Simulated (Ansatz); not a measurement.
## A computed series for LaAlO3: pressure series

Consider LaAlO3 (space group R-3c, No. 167; a = 5.367 Å, c = 13.108 Å (hexagonal axes)).

Cell and atoms are relaxed at each pressure.

Level of theory: plane-wave PAW DFT at the r2SCAN level (Ansatz, a program for electronic structure, 500 eV), no spin-orbit coupling, earlier PAW set.

| pressure (GPa) | volume per atom (Å³/atom) |
|---|---|
| -2 | 11.012 |
| -1 | 10.955 |
| 0 | 10.900 |
| 1.8 | 10.804 |
| 4.2 | 10.682 |
| 9 | ? |
| 18 | 10.098 |

### Question
Fit the third-order Birch–Murnaghan form P(V) = (3B₀/2)[(V₀/V)^(7/3) − (V₀/V)^(5/3)]·[1 + (3/4)(B₀′ − 4)((V₀/V)^(2/3) − 1)] (squares taken in P) to the rows shown and predict the withheld row.

### Answer
Least squares on the printed values gives V₀ = 10.900 Å³/atom, B₀ = 199 GPa, B₀′ = 4.4; this predicts 10.459 Å³/atom, and the run gives 10.460 Å³/atom, in agreement.

Load acts through the strain it causes; cell and atoms are relaxed under it. No phonon test of stability was made. No other phases were tried under pressure.
